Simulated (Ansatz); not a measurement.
MoP: do energies and stresses tell the same story?

All numbers below come from DFT r2SCAN, scalar-relativistic, plane waves, PAW in Ansatz.

Plane waves to 500 eV, a k mesh through Γ of 18×18×14 on the computed 2-atom cell and Gaussian smearing (0.10 eV); no spin polarisation.

Relaxed cell: P-6m2, a = 3.235 Å, b = 3.235 Å, c = 3.182 Å, α = 90.00°, β = 90.00°, γ = 120.00°, 2 atoms in the primitive cell. Whether it is the stable form of this composition wasn't checked.

Energies at zero smearing and pressures from the stress tensor, at volumes with shape and atoms relaxed:
```tsv
V (Å³/atom)	E − E(first) (meV/atom)	P (GPa)
13.552	0.00	15.94
13.985	-31.06	7.34
14.417	-40.67	0.01
14.850	-31.98	-6.24
15.282	-7.72	-11.55
```

Question: Check P = −dE/dV between neighbouring volumes, and get the bulk modulus from the pressures alone.

Answer: With 1 eV/Å³ = 160.2 GPa:
```csv
middle V (Å³/atom),−ΔE/ΔV (GPa),mean P (GPa)
13.768,11.506,11.641
14.201,3.558,3.675
14.634,-3.216,-3.114
15.066,-8.986,-8.896
```

The two differ by 0.14 GPa at most. The mean of two end pressures misses the average over a step by about ΔV² P″/12, up to 0.12 GPa here; with that taken off 0.02 GPa remains. Around V = 14.417 Å³/atom, the two neighbours give B = −V ΔP/ΔV = 14.417 × 13.58 / 0.865 = 226.3 GPa, against B0 = 225.2 GPa from the Birch–Murnaghan fit of the energies.

Cost: 6 runs of about 9.4 core-minutes in all, on Intel Xeon Platinum 8259CL (Skylake/Cascade Lake) (shared hosts).